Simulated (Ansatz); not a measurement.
Input of an Ansatz 0.2.0 run:

input.yaml

```yaml
crystal:
  lattice:
    - [0.0, 3.2145, 3.2145]
    - [3.2145, 0.0, 3.2145]
    - [3.2145, 3.2145, 0.0]
  atoms:
    - { symbol: Hg, position: [0.0, 0.0, 0.0] }
    - { symbol: Te, position: [0.75, 0.75, 0.75] }
kpoints:
  mp_grid: { grid: [5, 5, 5] }
  band_path:
    path:
      - [0.0, 0.0, 0.0]
      - [0.5, 0.0, 0.5]
      - [0.5, 0.25, 0.75]
      - [0.375, 0.375, 0.75]
      - [0.0, 0.0, 0.0]
      - [0.5, 0.5, 0.5]
      - [0.625, 0.25, 0.625]
      - [0.5, 0.25, 0.75]
    npoints: 6
scf:
  occupations: { method: fermi_dirac, width: 0.05 }
hamiltonian:
  xc: pbesol
  pseudopotentials: { kind: all_electron, lapw: { basis_error: 0.001 } }
output:
  forces: true
  stress: true
  eigenvalues: true
```

Potentials or basis: all-electron LAPW, scalar-relativistic.

Run with:

```console
$ ansatz run input.yaml --threads 1 --pin off --max-ram 3072MiB --backend cpu --events-out ev --progress --plain --runs-dir out
```

Problem. What does it give for the band gap along the path?

Solution. None (metal or under the smearing width).

Problem. Predict the pressure.

Solution. 1.9 GPa.

Levels at the corners of the path, in eV from the Fermi level:
```
point  band 30  band 31  band 32  band 33  band 34  band 35  band 36  band 37  band 38  band 39
    Γ    -6.93    -6.93    -0.80    -0.03    -0.03    -0.03     4.13     4.13     4.13     6.25
    X    -6.87    -6.46    -5.59    -2.40    -2.40     1.81     2.30     8.10     8.86     8.86
    W    -6.98    -6.28    -5.69    -2.82    -2.68     3.10     4.49     5.18     6.02     9.47
    K    -6.90    -6.37    -5.62    -3.07    -2.00     2.15     3.91     6.91     7.14     7.60
    Γ    -6.93    -6.93    -0.80    -0.03    -0.03    -0.03     4.13     4.13     4.13     6.25
    L    -6.91    -6.62    -5.67    -1.06    -1.06     0.60     4.95     4.95     6.65     7.76
    U    -6.90    -6.37    -5.62    -3.07    -2.00     2.15     3.91     6.91     7.14     7.60
    W    -6.98    -6.28    -5.69    -2.82    -2.68     3.10     4.49     5.18     6.02     9.47
```

Caveat: the k mesh is thin for a metal, which can move the energy by tens of meV per atom; spin-orbit coupling is left out, which moves the levels of the heavy elements.
